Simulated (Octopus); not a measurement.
# BeTe (F-43m) in Octopus: reference runs

Aim: a first look at BeTe with PBEsol, on the cell as given.

All numbers are computed with Octopus 16.4; they aren't measurements. Logs are shortened: lines on timing, memory, paths and dates and some standing lists are left out, and cuts for length are marked.

## 1. The crystal as given

Symmetry: F-43m, No. 216, cubic system. Conventional cell: a = 5.540 Å, b = 5.540 Å, c = 5.540 Å, α = 90.00°, β = 90.00°, γ = 90.00°. Around Te (site symmetry -43m) lie 4 Be at 2.40 Å. Be (site symmetry -43m) has 4 Te at 2.40 Å as nearest neighbours.

## 2. Single point, PBEsol

File inp:

```
CalculationMode = gs
UnitsOutput = eV_Angstrom
PeriodicDimensions = 3
ExperimentalFeatures = yes
PseudopotentialSet = pseudodojo_pbesol
%LatticeParameters
 1*angstrom | 1*angstrom | 1*angstrom
%
%LatticeVectors
 0 | 2.77 | 2.77
 2.77 | 0 | 2.77
 2.77 | 2.77 | 0
%
%ReducedCoordinates
 "Te" | 0.75 | 0.75 | 0.75
 "Be" | 0 | 0 | 0
%
%Spacing
 0.13057905*angstrom | 0.13057905*angstrom | 0.13057905*angstrom
%
DerivativesOrder = 8
%KPointsGrid
 8 | 8 | 8
%
KPointsUseSymmetries = yes
XCFunctional = gga_x_pbe_sol + gga_c_pbe_sol
SmearingFunction = fermi_dirac
Smearing = 0.05*eV
ExtraStates = 6
Eigensolver = chebyshev_filter
ConvRelDens = 3e-7
MaximumIter = 120
```

Potentials or basis: pseudodojo_pbesol (PseudoDojo 0.4, PBEsol).

The run is started by

```console
$ OMP_NUM_THREADS=1 octopus > out.log
```

out.log:

```text
Running octopus

[... 13 lines left out ...]

Input: [AllElectronType = no]
Input: [PseudopotentialSet = pseudodojo_pbesol]
Reading Coordinates from ReducedCoordinates block

****************************** Species *******************************
  Species 'Te'
    type             : pseudopotential
    file             : 'Te.upf'
    file format      : UPF2
    valence charge   : 16.0
    atomic number    :  52
    form on file     : kleinman-bylander
    lmax             : 2
    llocal           : -1
    projectors per l : 2
    total projectors : 6
    application form : kleinman-bylander
    orbitals         :  9
    bound orbitals   :  9

  Species 'Be'
    type             : pseudopotential
    file             : 'Be.upf'
    file format      : UPF2
    valence charge   : 4.0
    atomic number    :   4
    form on file     : kleinman-bylander
    lmax             : 1
    llocal           : -1
    projectors per l : 2
    total projectors : 4
    application form : kleinman-bylander
    orbitals         :  2
    bound orbitals   :  2

**********************************************************************

***************************** Symmetries *****************************
Space group No.  216
International: F-43m
Schoenflies: Td^2
Info: The system has    24 symmorphic symmetries that can be used.
  Index                Rotation matrix                      Fractional translations
    1 :     1   0   0     0   1   0     0   0   1      0.000000    0.000000    0.000000
    2 :     0   0  -1     1   0  -1     0   1  -1      0.000000    0.000000    0.000000
    3 :     0  -1   1     0  -1   0     1  -1   0      0.000000    0.000000    0.000000
    4 :    -1   1   0    -1   0   1    -1   0   0      0.000000    0.000000    0.000000
    5 :    -1   0   0    -1   0   1    -1   1   0      0.000000    0.000000    0.000000
    6 :     1  -1   0     0  -1   0     0  -1   1      0.000000    0.000000    0.000000
[... 16 lines left out ...]
   23 :     1   0  -1     0   0  -1     0   1  -1      0.000000    0.000000    0.000000
   24 :     0  -1   1     1  -1   0     0  -1   0      0.000000    0.000000    0.000000
Info: The system also has     0 nonsymmorphic symmetries (not used for electrons).
**********************************************************************

Input: [CurvMethod = curv_affine]
Input: [DerivativesStencil = stencil_stargeneral]

****************************** Lattice *******************************
  Lattice Vectors [A]
    0.000000    2.770000    2.770000
    2.770000    0.000000    2.770000
    2.770000    2.770000    0.000000
  Cell volume =            42.5079 [A^3]
  Reciprocal-Lattice Vectors [A^-1]
   -1.134149    1.134149    1.134149
    1.134149   -1.134149    1.134149
    1.134149    1.134149   -1.134149
  Cell angles [degree]
    alpha =   60.000
    beta  =   60.000
    gamma =   60.000
**********************************************************************

Checking if the generated full k-point grid is symmetric

    29 k-points generated from parameters :
 ---------------------------------------------------
    n =    8    8    8

    s1  =  0.00  0.00  0.00

   index |      weight  |             coordinates              |
       1 |     0.001953 |    0.000000    0.000000    0.000000  |
       2 |     0.015625 |    0.125000    0.000000    0.000000  |
       3 |     0.011719 |    0.125000    0.125000    0.000000  |
       4 |     0.023438 |   -0.125000    0.125000    0.000000  |
       5 |     0.046875 |   -0.125000    0.125000    0.125000  |
       6 |     0.015625 |    0.250000    0.000000    0.000000  |
[... 21 lines left out ...]
      28 |     0.023438 |   -0.375000    0.500000    0.125000  |
      29 |     0.005859 |    0.500000    0.500000    0.000000  |

Input: [SmearingFunction = fermi_dirac]
Input: [SymmetrizeDensity = yes]

[... 56 lines left out ...]

Input: [RelativisticCorrection = non_relativistic]
[... 11 lines left out ...]
      Block       2 contains       4 states:       5 -       8
      Block       3 contains       4 states:       9 -      12
      Block       4 contains       4 states:      13 -      16
Info: Ground-state allocation done.
Info: Could not find 'restart/gs' directory for restart.
[... 18 lines left out ...]
** Warning:
**   Cannot do LCAO for all states because there are not enough atomic orbitals.
**   Required: 16. Available: 11. 5 orbitals will be randomized.

Info: Unnormalized total charge =     20.002994
Info: Renormalized total charge =     20.000000

** Warning:
**   Symmetrization discrepancy ratio (scalar) =  1.10846E-06

Info: Setting up Hamiltonian.
Info: Performing initial LCAO calculation with     11 orbitals.
Info: Getting Hamiltonian matrix elements.

Eigenvalues [eV]
 #st  Spin   Eigenvalue      Occupation
#k =       1, k = (  0.000000,  0.000000,  0.000000)
   1   --   -96.724901       2.000000
   2   --   -32.678758       2.000000
   3   --   -32.678758       2.000000
   4   --   -32.678527       2.000000
   5   --   -32.644864       2.000000
   6   --   -32.644864       2.000000
   7   --    -9.100826       2.000000
   8   --     3.969544       2.000000
   9   --     3.969721       2.000000
  10   --     3.969721       2.000000
  11   --     8.516407       2.000000
#k =       2, k = (  0.125000,  0.000000,  0.000000)
   1   --   -96.437093       2.000000
   2   --   -32.306931       2.000000
   3   --   -32.306521       2.000000
   4   --   -31.811775       2.000000
   5   --   -31.811568       2.000000
   6   --   -31.673198       2.000000
   7   --    -8.922079       2.000000
   8   --     3.574929       2.000000
   9   --     4.220679       2.000000
  10   --     4.220836       2.000000
  11   --     9.479005       2.000000
[... 27 further k-points ...]
Fermi energy =    11.484438 eV
Generating random wavefunctions for states       12 and above
Orthogonalizing wavefunctions.
Info: Ground-state restart information will be written to 'restart/gs'.
Info: SCF using complex wavefunctions.
Info: Starting SCF iteration.

** Warning:
**   Symmetrization discrepancy ratio (scalar) =  2.09345E-03

*********************** SCF CYCLE ITER #    1 ************************
 etot  = -3.23175367E+03 abs_ev   =  1.29E+02 rel_ev   =  2.41E-01
 ediff =        1.19E+02 abs_dens =  9.80E-01 rel_dens =  4.90E-02
Matrix vector products: 725
Converged eigenvectors: 1

#  State  KPoint  Eigenvalue [eV]  Occupation    Error
      1       1      -96.726565    2.000000   ( 5.5E-09)
      1       2      -96.726564    2.000000   ( 7.7E-07)
      1       3      -96.726564    2.000000   ( 2.6E-06)
      1       4      -96.726563    2.000000   ( 3.4E-06)
      1       5      -96.726563    2.000000   ( 3.1E-06)
      1       6      -96.726563    2.000000   ( 2.4E-06)
      1      10      -96.726562    2.000000   ( 3.8E-06)
      1       7      -96.726562    2.000000   ( 3.3E-06)
[... 23 lines left out ...]
     16      24       16.474386    0.000000   ( 6.8E-02)
     16      28       16.569595    0.000000   ( 9.5E-02)
     15      29       16.650616    0.000000   ( 8.8E-02)
     16      26       16.853899    0.000000   ( 8.7E-02)
     16      17       16.859925    0.000000   ( 8.8E-02)
     16      16       17.172797    0.000000   ( 1.0E-01)
     16      29       17.532579    0.000000   ( 8.7E-02)
     16      23       19.081064    0.000000   ( 1.5E-01)

Density of states:

--------------------------------------%-------------------------------
--------------------------------------%-------------------------------
--------------------------------------%-------------------------------
--------------------------------------%-------------------------------
--------------------------------------%-------------------------------
--------------------------------------%-------------------------------
--------------------------------------%-------------------------------
--------------------------------------%-------------------------------
%-------------------------------------%--------------%---%%%--%%%%%---
%-------------------------------------%--------------%---%%%--%%%%%%--
                                                            ^

Fermi energy =     4.347803 eV

**********************************************************************

*********************** SCF CYCLE ITER #    2 ************************
 etot  = -3.23000153E+03 abs_ev   =  1.42E+00 rel_ev   =  2.67E-03
 ediff =        6.44E-02 abs_dens =  1.00E-01 rel_dens =  5.01E-03
Matrix vector products: 725
Converged eigenvectors: 0
[... 151 lines left out ...]
*********************** SCF CYCLE ITER #   15 ************************
 etot  = -3.22693581E+03 abs_ev   =  3.56E-05 rel_ev   =  6.72E-08
 ediff =        2.11E-06 abs_dens =  7.60E-07 rel_dens =  3.80E-08
Matrix vector products: 725
Converged eigenvectors: 0

#  State  KPoint  Eigenvalue [eV]  Occupation    Error
      1       1      -95.719963    2.000000   ( 4.6E-08)
      1       2      -95.719962    2.000000   ( 4.7E-08)
      1       3      -95.719962    2.000000   ( 4.6E-08)
      1       4      -95.719961    2.000000   ( 4.6E-08)
      1       5      -95.719960    2.000000   ( 4.7E-08)
      1       6      -95.719960    2.000000   ( 4.7E-08)
      1      10      -95.719960    2.000000   ( 4.7E-08)
      1       7      -95.719959    2.000000   ( 4.7E-08)
[... 23 lines left out ...]
     16      19       15.922051    0.000000   ( 4.4E-02)
     16      28       16.036575    0.000000   ( 3.5E-02)
     16      16       16.073517    0.000000   ( 5.2E-02)
     16      17       16.113344    0.000000   ( 4.6E-02)
     16      24       16.520621    0.000000   ( 4.1E-02)
     16      26       16.745757    0.000000   ( 4.9E-02)
     16      23       16.828630    0.000000   ( 3.9E-02)
     16      29       17.262792    0.000000   ( 4.3E-02)

Density of states:

---------------------------------------%------------------------------
---------------------------------------%------------------------------
---------------------------------------%------------------------------
---------------------------------------%------------------------------
---------------------------------------%------------------------------
---------------------------------------%------------------------------
---------------------------------------%------------------------------
---------------------------------------%------------------------------
%--------------------------------------%--------------%---%%---%%%%%--
%--------------------------------------%--------------%---%%%--%%%%%%-
                                                             ^

Fermi energy =     4.556396 eV

**********************************************************************

Info: SCF converged in   15 iterations

** Warning:
**   Some of the states are not fully converged!

Info: Number of matrix-vector products:      10875
Info: Finished writing information to 'restart/gs'.

Octopus emitted 19 warnings.
```

Wall time 4.1 min (1 thread of Arm Neoverse V2, shared host); peak memory 0.72 GiB.

Results:

| Quantity | Value |
| --- | --- |
| Free energy | -3226.9358 eV |
| Band gap on the k mesh | 1.75 eV, indirect (least direct gap 3.60 eV) |

Levels at points of the mesh, in eV from the valence-band top:
```
           k point  band 6  band 7  band 8  band 9  band 10  band 11  band 12  band 13  band 14  band 15
(0.00, 0.00, 0.00)  -36.33  -12.67    0.00    0.00     0.00     3.60     3.60     3.60     4.10     8.44
(0.50, 0.00, 0.00)  -36.33  -11.20   -5.88   -1.21    -1.21     3.19     4.57     4.57     7.77    11.18
(0.50, 0.50, 0.00)  -36.32  -10.67   -5.38   -2.83    -2.83     1.75     2.57    10.12    10.12    11.95
```

Caveat: spin-orbit coupling is left out, which moves the levels of the heavy elements. A k mesh can miss the band edges.
